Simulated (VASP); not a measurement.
Input of a VASP 6.6.1 run:

Contents of INCAR:

```
  PREC = Accurate
  ENCUT = 600
  EDIFF = 1E-6
  ISMEAR = 0
  SIGMA = 0.03
  LREAL = False
  LASPH = True
  NELM = 80
  ALGO = Normal
  ISIF = 3
  LWAVE = False
  LCHARG = False
  METAGGA = R2SCAN
  LMIXTAU = True
  IBRION = 2
  NSW = 90
  EDIFFG = -0.01
```

File KPOINTS:

```
regular mesh
0
Gamma
  12 12 12
```

Contents of POSCAR:

```
MgO
1.0
    0.0000000000      2.1085000000      2.1085000000
    2.1085000000      0.0000000000      2.1085000000
    2.1085000000      2.1085000000      0.0000000000
Mg O
1 1
Direct
    0.0000000000      0.0000000000      0.0000000000
    0.5000000000      0.5000000000      0.5000000000
```

Potentials or basis: VASP PAW PBE potentials, release 64 (Mg, O).

Run with:

```bash
$ cat potpaw_PBE.64/Mg/POTCAR potpaw_PBE.64/O/POTCAR > POTCAR
$ mpirun -np 1 vasp_std > vasp.out
```

Q: What does it give for the band gap on the k mesh?

A: 5.75 eV, direct.

Q: What does it give for the space group after relaxing (to 0.05 Å)?

A: Fm-3m (No. 225).

Final structure:
```
Mg O
1.0
     0.00000    2.09642    2.09642
     2.09642    0.00000    2.09642
     2.09642    2.09642    0.00000
Mg O
1 1
Direct
  0.00000 0.00000 0.00000
  0.50000 0.50000 0.50000
```

 A k mesh can miss the band edges.
